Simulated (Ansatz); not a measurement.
# CsPbCl3 (model cell, started as cubic perovskite with Pb in the octahedra): a soft mode frozen in, part 3 of 3

Which phase does CsPbCl3 (model cell, started as cubic perovskite with Pb in the octahedra) fall into along its unstable mode, and how much energy does it gain?

Ansatz 0.2.0; DFT PBEsol, scalar-relativistic, plane waves, PAW; PAW set soft_1.

So far. Step 5 (Energy along the mode, all amplitudes (two of the runs …): The lowest of the steps tried is at 0.45 Å, 10.2 meV/atom below the parent; the bottom of the well need not coincide with a step. Step 7 (The new phase in its own primitive cell): The largest force component left is 0.34 meV/Å and the pressure is -0.003 GPa, within the tolerances set. The cell now holds 34.62 Å³/atom. The relaxed cell has a = 7.982, c = 18.825 Å (conventional setting).

**8. Modes of the new phase, k-mesh 6×6×6**

A relaxed structure may still be a saddle point, so its zone-centre modes are computed. The response to a homogeneous field gives the Born charges and the dielectric tensor.

Input file input.yaml:

```yaml
crystal:
  lattice:
    - [3.9908654115, 2.3041272196, 6.2750799021]
    - [-3.9908654115, 2.3041272196, 6.2750799021]
    - [0.0, -4.6082544393, 6.2750799021]
  atoms:
    - { symbol: Cs, position: [0.75, 0.75, 0.75] }
    - { symbol: Cs, position: [0.25, 0.25, 0.25] }
    - { symbol: Pb, position: [0.5, 0.5, 0.5] }
    - { symbol: Pb, position: [0.0, 0.0, 0.0] }
    - { symbol: Cl, position: [0.1842145152, 0.75, 0.3157854848] }
    - { symbol: Cl, position: [0.8157854848, 0.25, 0.6842145152] }
    - { symbol: Cl, position: [0.6842145152, 0.8157854848, 0.25] }
    - { symbol: Cl, position: [0.3157854848, 0.1842145152, 0.75] }
    - { symbol: Cl, position: [0.25, 0.6842145152, 0.8157854848] }
    - { symbol: Cl, position: [0.75, 0.3157854848, 0.1842145152] }
kpoints:
  mp_grid: { grid: [6, 6, 6] }
hamiltonian:
  xc: pbesol
  pseudopotentials: { kind: paw, azcp: { folder: soft_1 }, xc_functional: pbe }
scf:
  occupations: { method: fixed }
output:
  eigenvalues: true
phonons:
  method: dfpt
  dielectric: true
  rigid_motions: translations
```

Launch:

```console
$ ansatz run input.yaml --threads 4 --pin off --max-ram 16384MiB --backend cpu --events-out ev --progress --plain --runs-dir out
```

Numbers of over 12 decimals in the logs are rounded to 6 here.

The program printed:

```text
[...]
Crystal: 10 atoms, lattice volume = 346.214 Å³
Basis set: ecut = 420 eV, 6735 PW (Γ), exchange–correlation on 108×108×108 points (8 copies of the dense FFT grid, shifted against one another)
Bands: 54, of which v1, the nominal top of the filled ones, is band 44 counted from 1 (43 counted from 0)
Symmetry: 12 space group operations
k-points: 112 of 216 (irreducible under 1 space group operation, time reversal used)
[...]
SCF iter   1: F=—  HF=-41068.538941 eV  |F-HF|=—  |Δ(HF+E_count)|=         —  Δρ=2.50e-2  dr2=5.11e0  ethr=3.10e-3  ⟨swp⟩=6.1  Hψ=23314  notcnv=0  defer=792
[...]
SCF iter  10: F=-41066.088565 eV  HF=-41066.088565 eV  |F-HF|=1.16e-10  |Δ(HF+E_count)|=   1.24e-9  Δρ=1.19e-7  dr2=6.35e-11  ethr=1.00e-12  ⟨swp⟩=19.7  Hψ=56362  notcnv=0
SCF 1 converged in 10 iterations: F = -41066.088565 eV  dr2 = 6.35e-11
[...]
NSCF: frozen V_eff on 6 k-points
DFPT response loops at Γ: preconditioner auto → Resta (q_TF=auto, 2.171 Å⁻¹)  ε∞=5.3 (no band partly filled); β = 1.00, the filter's whole step (`scf.mixing.beta` (0.50) is not read by the response loops at its default; to damp them type it under 1.00, their step now; it binds the ground state too); Broyden in place of MSR1
── the response to a field inside a basis, on 6×6×6 k-points: an SCF that follows is theirs, and a resumed run solves both again ──
Bands: 45, of which v1, the nominal top of the filled ones, is band 44 counted from 1 (43 counted from 0)
k-points: 28 of 216
[...]
Eigensolver: Dense (28 Hₖ)
SCF iter   1: F=—  HF=-41065.710267 eV  |F-HF|=—  |Δ(HF+E_count)|=         —  Δρ=4.18e-4  dr2=2.31e-4  ethr=1.00e-1
[...]
SCF iter   5: F=-41065.710409 eV  HF=-41065.710409 eV  |F-HF|=6.86e-9  |Δ(HF+E_count)|=   5.12e-7  Δρ=1.03e-6  dr2=7.78e-9  ethr=3.74e-10
SCF 1 converged in 5 iterations: F = -41065.710409 eV  dr2 = 7.78e-9
[...]
SCF converged after 10 iterations
Free energy (F): -41066.088565 eV
[...]
Internal energy: -41066.088565 eV  (E = F + TS)
E sigma→0 (E₀):  -41066.088565 eV
Fermi energy:    3.778220 eV
[...]
--- Band table (eV; the first three rows and the last of 112) ---
  k-point 0: bands = [... 40 lower, 1.8327, 1.8327, 1.9079, 3.7782, 5.8969, 6.0331, 6.0331, 7.6615, ... 6 higher]
  k-point 1: bands = [... 40 lower, 1.8064, 1.8184, 1.9222, 3.4167, 6.1296, 6.2870, 6.3898, 7.8541, ... 6 higher]
  k-point 2: bands = [... 40 lower, 1.7500, 1.7866, 1.9461, 2.7148, 6.7248, 6.9369, 7.1317, 8.1362, ... 6 higher]
  k-point 111: bands = [... 40 lower, 1.5999, 1.5999, 2.2217, 2.2217, 7.6776, 7.6776, 7.8556, 7.8556, ... 6 higher]
--- Phonons (Γ-DFPT): 6 representative perturbations + reference, on 112 of 216 k-points (Σ response iterations 20) ---
  k mesh reduced under 1 symmetry operation, with k and −k counted as one. Each operation leaves every solved perturbation unchanged. A smaller set is not considered because the run solves the response to a homogeneous field
  ASR residual: 5.373e-5 → 0.000e0 eV/Å²; symmetrization residual: 2.291e-5 eV/Å²
  ASR residual per site (eV/Å²): 5.37e-5 5.37e-5 1.16e-5 1.16e-5 3.35e-5 3.35e-5 4.21e-5 4.21e-5 3.35e-5 3.35e-5
  Γ frequencies (cm⁻¹): -24.40 -24.40 -18.14 0.00 0.00 0.00 15.29 20.27 20.27 47.48 49.36 49.36 50.06 50.06 74.98 76.44 76.44 76.99 77.87 100.28 102.30 102.30 104.06 104.06 115.48 120.14 120.14 203.78 203.78 248.57
  ε∞ (high-frequency dielectric tensor):
        3.956556     0.000000     0.000000
        0.000000     3.956556     0.000000
       -0.000000     0.000000     3.821465
  softest optical mode at Γ: -24.40 cm⁻¹; the repairs (sum rule, projections) moved no ω² at Γ by more than (2.42 cm⁻¹)²
  Born effective charges Z* (e; rows j = field, columns β = displacement):
    site 0:
         1.33666   -0.00000    0.00000
         0.00000    1.33666    0.00000
        -0.00000    0.00000    1.25093
    site 1:
         1.33666   -0.00000   -0.00000
        -0.00000    1.33666    0.00000
        -0.00000    0.00000    1.25093
    site 2:
         3.92473    0.42310    0.00000
        -0.42310    3.92473    0.00000
        -0.00000    0.00000    3.57408
    site 3:
         3.92473   -0.42310   -0.00000
         0.42310    3.92473    0.00000
         0.00000    0.00000    3.57408
    site 4:
        -2.22181    0.81062   -1.10330
         0.81062   -1.28578    0.63699
        -1.17443    0.67806   -1.60834
    site 5:
        -2.22181    0.81062   -1.10330
         0.81062   -1.28578    0.63699
        -1.17443    0.67806   -1.60834
    site 6:
        -0.81777   -0.00000    0.00000
        -0.00000   -2.68982   -1.27399
        -0.00000   -1.35611   -1.60834
    site 7:
        -0.81777   -0.00000   -0.00000
         0.00000   -2.68982   -1.27399
        -0.00000   -1.35611   -1.60834
    site 8:
        -2.22181   -0.81062    1.10330
        -0.81062   -1.28578    0.63699
         1.17443    0.67806   -1.60834
    site 9:
        -2.22181   -0.81062    1.10330
        -0.81062   -1.28578    0.63699
         1.17443    0.67806   -1.60834
  Z* charge neutrality: 2.566e-2 e pre-enforcement
  solved inside a basis spanned on kpoints, on 6×6×6 k-points, its susceptibility summed on 10×10×10: ε∞ is read to err by 9.8e-3, Z* by 2.2e-2 e (field_mesh: kpoints solves on kpoints); Z* is corrected for what the basis lacks
  optical modes at Γ without the LO–TO term, one row a degenerate level:
      ω (cm⁻¹)  modes    IR ((D/Å)²/amu)
        -24.40      2             0.0000
        -18.14      1             1.0083
         15.29      1             0.0000
         20.27      2             1.7844
         47.48      1             0.0057
         49.36      2             0.8256
         50.06      2             0.0000
[...]
optical modes at Γ + LO–TO along q̂ = [1.0000, 0.0000, 0.0000]:
      ω (cm⁻¹)  modes    IR ((D/Å)²/amu)
[...]
optical modes at Γ + LO–TO along q̂ = [0.0000, 1.0000, 0.0000]:
      ω (cm⁻¹)  modes    IR ((D/Å)²/amu)
[...]
optical modes at Γ + LO–TO along q̂ = [0.0000, 0.0000, 1.0000]:
      ω (cm⁻¹)  modes    IR ((D/Å)²/amu)
[...]
50.06      2             0.0000
         74.98      1             0.0000
         76.44      2             4.8584
         76.99      1             0.0000
         77.87      1             0.0000
        100.28      1             0.0000
        102.30      2             0.4839
        104.06      2             0.0000
        120.14      2            37.4291
        203.78      2             0.0000
        214.89      1            20.5845
        248.57      1             0.0000
```

Run time: 15 min. Hardware: 4 threads of Arm Neoverse V1, shared host; peak memory 8.1 GiB; 60 min of CPU time.

Numbers from this step:

- sum-rule residual before enforcement: 5.37e-5 eV/Å²
- miss of the charge sum rule: 0.02566 e
- estimated error of the dielectric tensor: 0.009750
- estimated error of the Born charges: 0.02243 e
- point group: -3m
- highest optical mode at the zone centre (no LO-TO term): 248.6 cm⁻¹
- lowest optical zone-centre mode: -24.4 cm⁻¹
- mean high-frequency dielectric constant: 3.912
- largest Born charge (third of the trace): 3.808 e
- top of the zone-centre spectrum with the field: 248.6 cm⁻¹

Without the LO-TO term. Patterns of degenerate modes are one choice out of their space. Modes at Γ, with each element's share of the kinetic energy (negative means imaginary):

```csv
mode,frequency (cm⁻¹),symmetry,Cs %,Pb %,Cl %
1,-24.4,Eg,15,0,85
2,-24.4,Eg,15,0,85
3,-18.1,A2u,52,3,45
4,0.0,acoustic,30,46,24
5,0.0,acoustic,30,46,24
6,0.0,acoustic,30,46,24
7,15.3,A2g,96,0,4
8,20.3,Eu,23,4,73
9,20.3,Eu,23,4,73
10,47.5,A2u,18,34,48
11,49.4,Eu,33,38,29
12,49.4,Eu,33,38,29
13,50.1,Eg,84,0,16
14,50.1,Eg,84,0,16
15,75.0,A1g,0,0,100
16,76.4,Eu,14,33,53
17,76.4,Eu,14,33,53
18,77.0,A1u,0,42,58
19,77.9,A2g,4,0,96
20,100.3,A1u,0,58,42
21,102.3,Eu,1,67,33
22,102.3,Eu,1,67,33
23,104.1,Eg,1,0,99
24,104.1,Eg,1,0,99
25,115.5,A2u,0,17,83
26,120.1,Eu,0,11,89
27,120.1,Eu,0,11,89
28,203.8,Eg,0,0,100
29,203.8,Eg,0,0,100
30,248.6,A2g,0,0,100
```

Displacements in mode 2 (-24.4 cm⁻¹), the largest set to 1:
```
Cs1 -0.02 -0.34  0.00
Cs2  0.02  0.34  0.00
Pb3  0.00  0.00  0.00
Pb4  0.00  0.00  0.00
Cl5  0.08 -0.50 -0.46
Cl6 -0.08  0.50  0.46
Cl7  0.02  0.69 -1.00
Cl8 -0.02 -0.69  1.00
Cl9  0.14  0.51  0.54
Cl10-0.14 -0.51 -0.54
```

Displacements in mode 27 (120.1 cm⁻¹), the largest set to 1:
```
Cs1  0.00 -0.02  0.00
Cs2  0.00 -0.02  0.00
Pb3 -0.06 -0.24  0.00
Pb4  0.06 -0.24  0.00
Cl5 -0.45  0.23 -0.46
Cl6 -0.45  0.23 -0.46
Cl7  0.00  1.00  0.91
Cl8  0.00  1.00  0.91
Cl9  0.45  0.23 -0.46
Cl10 0.45  0.23 -0.46
```

Optical modes at the zone centre, without and with the macroscopic field of the longitudinal modes; each column is sorted by frequency, so a row need not hold one and the same mode. Modes with and without the field, by row:

```csv
rank among optical modes,no field (cm⁻¹),"q along (1, 0, 0) (cm⁻¹)","q along (0, 0, 1) (cm⁻¹)"
1,-24.4,-24.4,-24.4
2,-24.4,-24.4,-24.4
3,-18.1,-18.1,12.2
4,15.3,15.3,15.3
5,20.3,20.3,20.3
6,20.3,27.1,20.3
7,47.5,47.5,47.5
8,49.4,49.4,49.4
9,49.4,50.1,49.4
10,50.1,50.1,50.1
11,50.1,51,50.1
12,75,75,75
13,76.4,76.4,76.4
14,76.4,77,76.4
15,77,77.9,77
16,77.9,81.8,77.9
17,100.3,100.3,100.3
18,102.3,102.3,102.3
19,102.3,102.5,102.3
20,104.1,104.1,104.1
21,104.1,104.1,104.1
22,115.5,115.5,120.1
23,120.1,120.1,120.1
24,120.1,203.8,203.8
25,203.8,203.8,203.8
26,203.8,220,214.9
27,248.6,248.6,248.6
```

Born charge (rows field, columns displacement) (e), principal values of the symmetric part by kind of site:

```csv
atom,atoms with these values,low,middle,high,mean
Cs1,2,1.25,1.34,1.34,1.31
Pb3,2,3.57,3.92,3.92,3.81
Cl5,6,-3.57,-0.82,-0.73,-1.71
```

In full for Cl5:

```
-2.22  0.81 -1.10
 0.81 -1.29  0.64
-1.17  0.68 -1.61
```

High-frequency dielectric tensor:

```
3.96 0.00 0.00
0.00 3.96 0.00
0.00 0.00 3.82
```

Transverse modes; imaginary modes are left out. Lines of the infrared spectrum (strongest = 100):

```csv
position (cm⁻¹),relative intensity
15,0.0
20,4.8
48,0.0
49,2.2
50,0.0
75,0.0
76,13
77,0.0
78,0.0
100,0.0
102,1.3
104,0.0
116,53
120,100
204,0.0
249,0.0
```

Before it was imposed, the acoustic sum rule was missed by 5.4e-5 eV/Å² and the charge sum rule by 0.026 e. Small misses are needed for a sound result but don't prove that mesh and cutoff are converged. The lowest optical mode is imaginary, 24.4i cm⁻¹, so the energy falls along it.

**9. Summary of results**

```yaml
unstable_mode_of_the_parent: q = (-0.5, -0.5, -0.5), 48i cm⁻¹
depth_at_the_lowest_point_sampled: 10.2 meV/atom
largest_atomic_shift_at_that_point: 0.45 Å
space_group_reached_within_0p01_a: R-3c
energy_gained_over_the_parent_first_relaxation_on_the_mesh_of_the_frozen_mode: 12.4 meV/atom
volume_per_atom_phase_reached: 34.6 Å³
gap_on_the_k_mesh_phase_reached: 2.12 eV
lowest_optical_zone_centre_mode_phase_reached: -24.4 cm⁻¹
highest_optical_mode_at_the_zone_centre_no_lo_to_term_phase_reached: 249 cm⁻¹
```

Along this mode the structure falls into R-3c, 12.4 meV/atom below the parent. At the parent's cell the well is 10.20 meV/atom deep on the steps tried, with its lowest point at a shift of 0.45 Å. Relaxing atoms and cell changes the gain by +2.20 meV/atom against the lowest step (energies at zero smearing). The new phase still has an imaginary mode at the zone centre of its cell, so it is a saddle point on the way to a lower structure. Of the 4 patterns followed to their end from this parent, this one ends 2.12 meV/atom above the lowest, I4/mcm. Each path keeps the symmetry of its pattern, so a lower phase may lie along a pattern not tried. Spin-orbit coupling is left out, which can matter for the heavy elements here. The PAW files were made for PBE and serve the other functionals too. The starting cell was built on a prototype and not taken from a measurement, so the phase need not exist.

[Logs are printed without paths, hosts, clocks, repeated set-up lines and the standing remarks that a program may print on its own settings, such as how far it seeks lower states.]

[Hosts, paths, dates, database ids (printed as entryN), source tags and the programs' standing remarks are cut or masked in the printed files.]
